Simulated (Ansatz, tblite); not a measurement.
## A script for Te2Mo (GFN1-xTB)

These are simulated results from tblite 0.8.0, not measurements. The cell was built from a prototype and was relaxed with r2SCAN+rVV10 in plane waves (Ansatz 0.2.0). Not every such cell is a known phase. All runs are without spin polarisation.

It is trigonal, P-3m1 (No. 164); a = 3.519 Å, c = 7.214 Å in the conventional setting, 25.80 Å³ an atom. Mo has 6 Te at 2.73 Å; Te has 3 Mo at 2.73 Å.

tblite solves periodic systems at the zone centre alone, so the script builds a cluster of 3×3×2 conventional cells (54 atoms), which folds in a coarse mesh of k points.

The script, run.py:

```python
import json
from ase import Atoms
from ase.build import make_supercell
from ase.units import Bohr, GPa, Hartree
from tblite.interface import Calculator

atoms = Atoms(['Mo', 'Te', 'Te'],
              cell=[[3.519455, 0.0, 0.0], [-1.759727, 3.047937, -0.0], [0.0, -0.0, 7.214453]],
              scaled_positions=[[-0.0, 0.0, -0.0], [0.333333, 0.666667, 0.253416], [0.666667, 0.333333, 0.746584]],
              pbc=True)
cluster = make_supercell(atoms, [[3, 0, 0], [0, 3, 0], [0, 0, 2]])
calc = Calculator('GFN1-xTB', cluster.numbers, cluster.positions / Bohr, lattice=cluster.cell[:] / Bohr, periodic=cluster.pbc)
calc.set('temperature', 0.02 / Hartree)
calc.set('max-iter', 150)
res = calc.singlepoint()
levels = res.get('orbital-energies') * Hartree
nv = round(res.get('orbital-occupations').sum() / 2)
cells = len(cluster) // len(atoms)
out = {'energy_per_cell': res.get('energy') * Hartree / cells, 'homo': levels[nv - 1], 'lumo': levels[nv],
       'stress': (-res.get('virial') * Hartree / cluster.get_volume() / GPa).tolist(), 'charges': res.get('charges')[:len(atoms)].tolist(), 'electrons': 2 * nv / cells}
json.dump(out, open('results.json', 'w'))
for key, value in out.items():
    print(key, value)
```

Command: `python run.py`. It took 2.9 s on 1 thread of Arm Neoverse V2, with other jobs on the host, peak memory 0.12 GiB.

Output:

```
------------------------------------------------------------
  cycle        total energy    energy error   density error
------------------------------------------------------------
      1     -176.3106637511  -1.7621737E+02   6.2141989E-01
      2     -175.6336031321   6.7706062E-01   5.4185014E-01
      3     -175.8814997213  -2.4789659E-01   3.1982734E-01
      4     -176.6493442460  -7.6784452E-01   9.2220197E-02
      5     -175.6810570718   9.6828717E-01   1.4602631E-01
      6     -176.6189772984  -9.3792023E-01   5.3936351E-02
      7     -176.1879963497   4.3098095E-01   9.3941726E-02
      8     -176.7090587421  -5.2106239E-01   4.8217954E-03
      9     -176.7103704232  -1.3116811E-03   1.1698562E-03
     10     -176.7102987181   7.1705109E-05   1.2702461E-03
     11     -176.7103935775  -9.4859416E-05   3.5151335E-04
     12     -176.7103617678   3.1809704E-05   7.8836862E-04
     13     -176.7103915340  -2.9766245E-05   3.2574400E-04
     14     -176.7103971461  -5.6120379E-06   1.0584980E-04
     15     -176.7103978150  -6.6891633E-07   9.2626385E-06
------------------------------------------------------------

 total:                                   2.432 sec
energy_per_cell -267.14082497018643
homo -5.659247539692687
lumo -5.4962810776892725
stress [[-6.172410252053844, -0.00038912454106045916, 8.998707603962995e-05], [-0.00038912454106040283, -6.172847067161353, -4.565655881243674e-05], [8.998707603960364e-05, -4.565655881268384e-05, -1.3907236169450112]]
charges [-0.09200758563719802, 0.04599539454127509, 0.04599700652775303]
electrons 18.0
```

The cycle table is in hartree for the whole cluster, and the lines after it are in eV (the energy for one cell). The printed stress is in GPa and positive in compression, and the pressure is its mean diagonal.

GFN1-xTB gives a gap of 0.16 eV. On the same cell, plane-wave PBE (Ansatz, 12×12×4 k points and the special points) gives no gap (an overlap of 0.58 eV at the points read) and r2SCAN no gap (an overlap of 0.62 eV at the points read); on shared hosts these took about 6.6 and 17 core-seconds on the 3-atom cell, against 2.9 for the script. Spin-orbit coupling, left out in all these runs, can cut or reorder the gap by tenths of an eV, up to about 1 eV with Pb or Bi. xTB was fitted to molecules, so gaps, charges and pressures of solids can be far off, and the gap also depends on the size of the cluster.

The same script was run on cells scaled at fixed shape and fractional coordinates:

| volume (Å³/atom) | energy (meV/atom) | pressure (GPa, positive in compression) | gap (eV) |
| --- | --- | --- | --- |
| 22.70 | 16.0 | 8.41 | 0.27 |
| 24.25 | -22.7 | 0.26 | 0.21 |
| 25.80 | 0.0 | -4.58 | 0.16 |
| 27.34 | 59.7 | -7.55 | 0.13 |
| 28.89 | 142.4 | -9.41 | 0.10 |

A Birch-Murnaghan fit puts the minimum at 24.34 Å³/atom, 5.7 % below the given cell, with a bulk modulus of 94.9 GPa at fixed shape.

xTB was fitted mostly to molecules, and a small cluster samples few k points, so gaps, pressures and kinks along a curve can be far from a solid's.

Spin-orbit coupling is left out, which matters wherever the heavy atoms make up the band edges.
